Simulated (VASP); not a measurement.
Pt, 1 atom in the cell. It takes space group Fm-3m (No. 225, cubic). Conventional cell: a = 3.922 Å, b = 3.922 Å, c = 3.922 Å, α = 90.00°, β = 90.00°, γ = 90.00°. Around Pt (site symmetry m-3m) lie 12 Pt at 2.77 Å. 

* Program: VASP 6.6.1
* Task: relaxation of cell and atoms
* Functional: PBE
* Dispersion: D3(BJ)
* Potentials or basis: VASP PAW PBE potentials, release 64 (Pt)
* Cutoff: 600 eV
* k mesh: 16 × 16 × 16
* Occupations: methfessel-paxton, width 0.1 eV
* Spin: no spin polarisation
* Further INCAR settings: ALGO = Normal; EDIFF = 1e-06; IBRION = 2; EDIFFG = -0.01; NSW = 90; ISIF = 3

Potentials or basis: VASP PAW PBE potentials, release 64 (Pt).

Command:

```console
$ cat potpaw_PBE.64/Pt/POTCAR > POTCAR
$ mpirun -np 1 vasp_std > vasp.out
```

Hardware: 1 thread of Intel(R) Xeon(R) 6975P-C (Granite Rapids) (shared host).

Estimate the wall time of this run.

Wall time 14 s on 1 thread of Intel(R) Xeon(R) 6975P-C (Granite Rapids), on a shared host, peak memory 0.17 GiB. Counts: scf iterations 22, k points 145, ion steps 3.
